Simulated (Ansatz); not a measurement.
**Si: a line through an energy map**

Aim: follow the energy of Si (P6_3/mmc, No. 194; 4 atoms in the cell) along one coordinate, strain +e along x and -e along y, with the other held at engineering shear strain xy = −8 %.

Program: Ansatz 0.2.0. Level of theory: DFT PBE, scalar-relativistic, plane waves, PAW. These are calculated values, not measurements.

**1. The structure to begin with**

Symmetry: P6_3/mmc, No. 194, hexagonal system. The conventional cell has a = 3.851 Å, b = 3.851 Å, c = 6.365 Å, α = 90.00°, β = 90.00°, γ = 120.00°. Around Si (site symmetry 3m) lie 4 Si at 2.36 to 2.38 Å.

Coordinates:

```cif
data_structure
_symmetry_space_group_name_H-M 'P 1'
_symmetry_Int_Tables_number 1
_cell_length_a 3.8511
_cell_length_b 3.8511
_cell_length_c 6.3647
_cell_angle_alpha 90.000
_cell_angle_beta 90.000
_cell_angle_gamma 120.000
_cell_volume 81.75
loop_
_atom_site_label
_atom_site_type_symbol
_atom_site_fract_x
_atom_site_fract_y
_atom_site_fract_z
_atom_site_occupancy
Si1 Si 0.33333 0.66667 0.06293 1
Si2 Si 0.66667 0.33333 0.56293 1
Si3 Si 0.33333 0.66667 0.43707 1
Si4 Si 0.66667 0.33333 0.93707 1
```

It goes back to an entry of the Materials Project, which need not be the stable form.

This cell was relaxed beforehand with the same method: volume 20.44 Å³/atom, gap on the mesh 0.45 eV.

**2. What is varied**

The energy is mapped over two homogeneous strains (x along [1 0 0], y along [1 2 0], z along [0 0 1] of the conventional cell).

- engineering shear strain xy: 9 values from −8 to 8 %
- strain +e along x and -e along y: 9 values from −7.00 to 7.00 %

Nothing else is relaxed (fractional coordinates fixed). Energies count from the relaxed crystal. Points are written as (first, second).

**3. Point (−8 %, −7.00 %)**

Input file input.yaml:

```yaml
crystal:
  lattice:
    - [3.5815064503, -0.1540432882, 0.0]
    - [-1.924158626, 3.6456161168, 0.0]
    - [0.0, 0.0, 6.3646810974]
  atoms:
    - { symbol: Si, position: [0.3333333333, 0.6666666667, 0.0629320729] }
    - { symbol: Si, position: [0.6666666667, 0.3333333333, 0.5629320729] }
    - { symbol: Si, position: [0.3333333333, 0.6666666667, 0.4370679271] }
    - { symbol: Si, position: [0.6666666667, 0.3333333333, 0.9370679271] }
basis:
  ecutwfc: 420
kpoints:
  mp_grid: { grid: [12, 12, 6] }
hamiltonian:
  xc: pbe
  pseudopotentials: { kind: paw, azcp: { folder: soft_1 } }
scf:
  occupations: { method: gaussian, width: 0.05 }
output:
  forces: true
  stress: true
  eigenvalues: true
```

Launch:

```sh
$ ansatz run input.yaml --threads 2 --pin off --max-ram 4096MiB --backend cpu --events-out ev --progress --plain --runs-dir out
```

Further runs follow: the other points of the line.

**Question.** What will these runs give? Wanted: for each run, strain +e along x and -e along y; energy; slope; pressure; largest force on an atom.

As calculated:

| strain +e along x and -e along y (%) | step | energy (meV/atom) | slope (meV/atom per %) | pressure (GPa) | largest force on an atom (eV/Å) |
| --- | --- | --- | --- | --- | --- |
| −7.00 | 3 | 140 | −29 | 1.92 | 1.42 |
| −5.25 | 4 | 95 | −22 | 1.31 | 1.21 |
| −3.50 | 5 | 62 | −15 | 0.88 | 0.99 |
| −1.75 | 6 | 42 | −8 | 0.61 | 0.79 |
| 0.00 | 7 | 35 | 0 | 0.49 | 0.63 |
| 1.75 | 8 | 41 | 7 | 0.57 | 0.58 |
| 3.50 | 9 | 60 | 15 | 0.82 | 0.72 |
| 5.25 | 10 | 93 | 23 | 1.25 | 1.03 |
| 7.00 | 11 | 140 | 31 | 1.93 | 1.43 |

Energies count from the relaxed crystal. Slopes come from the forces (and the stress, where the cell changes), not from differences of energies.

What this shows: The lowest point computed on the line is at 0.00 %, 35 meV/atom from the zero. A fit to energies and slopes at the lowest point and its two neighbours puts the minimum at 0.070 %, with a curvature of about 4.4 meV/atom per %². Divided by the reference volume, that is a stiffness of about 340 GPa for this pattern of strain, with the ions clamped. The highest point computed, at 7.00 %, lies 106 meV/atom above the lowest. This is one cut through a surface in two coordinates; the map's lowest point lies off it. A rigid map gives upper bounds: relaxing the other coordinates can only lower a point. The gap on the mesh closes on part of the grid.

These are semilocal Kohn-Sham gaps, which aren't the measured quantity. Such gaps usually fall short of the measured ones.
